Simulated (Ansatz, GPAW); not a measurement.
Given: the input of a run of Ansatz 0.2.0 on Sb (Antimony). 

The input input.yaml:

```yaml
crystal:
  lattice:
    - [2.1542, 1.2437279499, 3.758]
    - [-2.1542, 1.2437279499, 3.758]
    - [0.0, -2.4874558998, 3.758]
  atoms:
    - { symbol: Sb, position: [0.76651, 0.76651, 0.76651] }
    - { symbol: Sb, position: [0.23349, 0.23349, 0.23349] }
kpoints:
  mp_grid: { grid: [8, 8, 8] }
scf:
  occupations: { method: gaussian, width: 0.1 }
hamiltonian:
  xc: pbe
  pseudopotentials: { kind: all_electron, lapw: { basis_error: 0.001 } }
output:
  forces: true
  stress: true
  eigenvalues: true
```

Potentials or basis: all-electron LAPW, scalar-relativistic.

Command:

```sh
$ ansatz run input.yaml --threads 1 --pin off --max-ram 3072MiB --backend cpu --events-out ev --progress --plain --runs-dir out
```

Task: What does the same run look like in GPAW 26.7.0 (ASE script)? Potentials or basis there: GPAW PAW data sets (gpaw-data 1.2.1), cutoff 600 eV.

Result: As run (cutoffs and basis follow the program's own potentials, and thresholds, step limits or extra output files can differ):

run.py

```python
from ase import Atoms
from ase.dft.bandgap import bandgap
from ase.io import write
from ase.units import Bohr, GPa
from gpaw import GPAW, PW
from gpaw.elf import elf_from_dft_calculation

atoms = Atoms(['Sb', 'Sb'],
              cell=[[2.1542, 1.2437279499, 3.758],
                    [-2.1542, 1.2437279499, 3.758],
                    [0.0, -2.4874558998, 3.758]],
              scaled_positions=[[0.76651, 0.76651, 0.76651],
                                [0.23349, 0.23349, 0.23349]],
              pbc=True)

calc = GPAW(mode=PW(600),
            xc='PBE',
            kpts={'size': (8, 8, 8), 'gamma': True},
            occupations={'name': 'methfessel-paxton', 'order': 0, 'width': 0.1},
            nbands=25,
            convergence={'density': 1e-05, 'energy': 1e-05},
            maxiter=150,
            txt='gpaw.txt')
atoms.calc = calc
energy = atoms.get_potential_energy()
forces = atoms.get_forces()
stress = atoms.get_stress()
calc.write('gs.gpw')
write('result.traj', atoms)
print(f'Energy: {energy:.6f} eV')
print('Forces (eV/A):')
print(forces.round(4))
print('Stress (GPa):', (stress / GPa).round(3))
print('Fermi level:', round(calc.get_fermi_level(), 4), 'eV')
print(f'Gap: {bandgap(calc)[0]:.4f} eV, direct: {bandgap(calc, direct=True)[0]:.4f} eV')

# fields on the real-space grid
write('density.cube', atoms, data=calc.get_pseudo_density() * Bohr**3)
write('potential.cube', atoms, data=calc.get_electrostatic_potential())
write('elf.cube', atoms, data=elf_from_dft_calculation(calc).data)
```

Potentials or basis: GPAW PAW data sets (gpaw-data 1.2.1), pw.

Launch:

```console
$ OMP_NUM_THREADS=1 python run.py
```

Both were run:

|  | Ansatz | GPAW |
| --- | --- | --- |
| Pressure | 2.7 GPa | 2.4 GPa |
| Largest force | 0.155 eV/Å | 0.138 eV/Å |

Where Ansatz's input types no cutoff or centring, it takes its own default and a Γ-centred mesh.

Pressure is positive in compression.
